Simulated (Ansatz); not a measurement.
# CoO under changes of volume

One of the cells (9.578 Å³/atom); the others are scaled copies at fixed shape and fractional positions:

```xyz
2
Lattice="1.5055 0.8692 2.4399 -1.5055 0.8692 2.4399 0.0000 -1.7384 2.4399" Properties=species:S:1:pos:R:3 pbc="T T T"
Co    0.0000    0.0000    0.0000
O     0.0000    0.0000    3.6599
```

The cell is a database's computed one.

* Program: Ansatz 0.2.0
* Functional: LDA
* Potentials or basis: all-electron LAPW, scalar-relativistic
* Cutoff: 362 eV (chosen from the basis error)
* Basis error allowed: 0.001 eV/atom
* k mesh: 11 × 11 × 11
* Occupations: fermi-dirac, width 0.05 eV
* Spin: collinear spin, ferromagnetic start
* Starting moments: [2.0, 0.0] μB

```tsv
volume (Å³/atom)	energy over the lowest point (meV/atom)	pressure (GPa)	moment (μB per cell)
9.003	0.00	-11.0	2.46
9.195	14.03	-12.6	2.69
9.387	30.18	-15.2	2.79
9.578	50.02	-17.9	2.85
9.770	73.06	-20.4	2.90
9.961	?	?	?
10.153	127.09	-24.7	2.97
```

Task: What does the run at 9.961 Å³/atom give?

Result: Energy over the lowest point 98.78 meV/atom; pressure -22.6 GPa; moment 2.95 μB per cell.

Worked out: A Birch-Murnaghan fit of order 3 (a polynomial in V^(-2/3)) to the other rows has no minimum within the range. It gives 98.50 meV/atom at 9.961 Å³/atom, against the run's 98.78, and -dE/dV = -22.7 GPa, against -22.6. A parabola through the other rows of the moment, of slope 0.0782 μB per Å³/atom there, gives 2.96 μB, against the run's 2.95.

Energies are extrapolated to zero smearing.

Caveats: a cell with one magnetic atom can't hold antiferromagnetic order, which such compounds often take.
